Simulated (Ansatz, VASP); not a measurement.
**CdS in VASP and in Ansatz**

```
CELL_PARAMETERS angstrom
0.00000 2.88409 2.94295
2.88409 0.00000 2.94295
2.88409 2.88409 0.00000
ATOMIC_POSITIONS crystal
Cd 0.00000 0.00000 0.00000
S 0.75000 0.75000 0.75000
```

Change from the starting cell: equal xx and yy strain of -2 %.

Alike in both runs: task single point; functional PBEsol; k mesh 7 × 7 × 7; occupations fermi-dirac, width 0.02 eV; no spin polarisation.

|  | VASP | Ansatz |
| --- | --- | --- |
| version | VASP 6.6.1 | Ansatz 0.2.0 |
| potentials or method | VASP PAW PBE potentials, release 64 (Cd, S), cutoff 520 eV | all-electron LAPW, scalar-relativistic |

Ansatz gave:

- gap on the k mesh at the Fermi level (eV): 1.01
- pressure (GPa): 0.6
- largest component of the traceless stress (GPa): 0.27

Task: What did VASP give for the same quantities?

Result: gap on the k mesh at the Fermi level (eV): 1.01; pressure (GPa): 1.0; largest component of the traceless stress (GPa): 0.26.

Ansatz ran all-electron here, so the differences hold the error of VASP's frozen core and of both bases.

Caveats: the PAW data sets were made with another functional, which shifts forces and pressure a little (VASP).
